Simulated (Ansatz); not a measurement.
Runs of Ansatz 0.2.0 on Zr. The structure is hexagonal, space group P6_3/mmc (No. 194). The conventional cell has a = 3.232 Å, b = 3.232 Å, c = 5.147 Å, α = 90.00°, β = 90.00°, γ = 120.00°. Around Zr (site symmetry -6m2) lie 12 Zr at 3.18 to 3.23 Å. 

| task | level | spin | k mesh | cutoff (eV) | points for each segment of the path | atoms under strain | q mesh | gap on the mesh (eV) | pressure (GPa) | V0 of scaled cells (Å³/atom) | B0 (GPa) |
| --- | --- | --- | --- | --- | --- | --- | --- | --- | --- | --- | --- |
| band structure | PBEsol | SOC, no magnetisation | 9 × 9 × 5 | 420 | 14 | - | - | none | -3.3 | - | - |
| equation of state | r2SCAN | off | 9 × 9 × 5 | 500 | - | - | - | - | - | 23.49 | (a) |
| equation of state | PBE | off | 9 × 9 × 5 | 420 | - | - | - | - | - | (b) | 94 |
| elastic constants | PBEsol | off | 8 × 8 × 6 | 420 | - | relaxed | - | none | -3.0 | - | - |
| phonons | PBEsol | off | 8 × 8 × 6 | 420 | 8 | - | 2 × 2 × 2 | none | - | - | - |

Alike in all rows: potentials or basis Ansatz PAW; cell as given; smearing fermi-dirac 0.05 eV.

Fill in the values left out.

(a) 97; (b) 23.40.

Caveats: the PAW data sets come from PBE, with cores solved anew for the run's functional, which leaves a small shift of forces and pressure (some runs); the cell was scaled at fixed shape and fractional positions, which overstates the stiffness of a crystal with free parameters, most of all of layers and chains (some runs); the PAW data sets were made with another functional, which shifts forces and pressure a little (some runs); the cell is more than 3 GPa from zero pressure, which shifts response properties (some runs); elastic constants of metals need much finer meshes, so these are rough (some runs).

A k mesh can miss the band edges, and rows without SOC leave out spin-orbit coupling on Zr.

A gap of «none» marks a metal or a gap under the smearing width.
